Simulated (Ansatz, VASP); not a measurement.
**One calculation of F, two programs**

```
CELL_PARAMETERS angstrom
3.21216 -1.84614 -0.24775
3.21216 1.84614 -0.24775
-2.41530 0.00000 7.39328
ATOMIC_POSITIONS crystal
F 0.08485 0.08485 0.10599
F 0.91515 0.91515 0.89401
F 0.50157 0.50157 0.59372
F 0.49843 0.49843 0.40628
```

Alike in both runs: task single point; functional PBEsol; k mesh 4 × 4 × 2; occupations gaussian, width 0.05 eV; no spin polarisation.

|  | VASP | Ansatz |
| --- | --- | --- |
| version | VASP 6.6.1 | Ansatz 0.2.0 |
| potentials or method | VASP PAW PBE potentials, release 64 (F) | scalar-relativistic, plane waves, PAW |
| plane-wave cutoff (eV) | 520 | 520 |
| valence electrons in the cell | 28 | 28 |

```tsv
	VASP	Ansatz	Ansatz less VASP
gap on the k mesh at the Fermi level (eV)	1.50	1.54	+0.040
least direct gap on the mesh (eV)	1.57	1.61	+0.041
pressure (GPa)	-5.5	-5.5	-0.01
largest component of the traceless stress (GPa)	8.05	8.83	+0.779
rms of the force components (eV/Å)	1.578	1.676	+0.0982
```

Atom by atom the forces differ by 0.147 eV/Å (rms over components). With one functional, cell and mesh, what is left measures potentials, basis and numerics.

Caveats: the k mesh is coarse (spacing up to 0.50 Å⁻¹), so the values aren't converged; the PAW data sets were made with another functional, which shifts forces and pressure a little (VASP). A k mesh can miss the band edges.
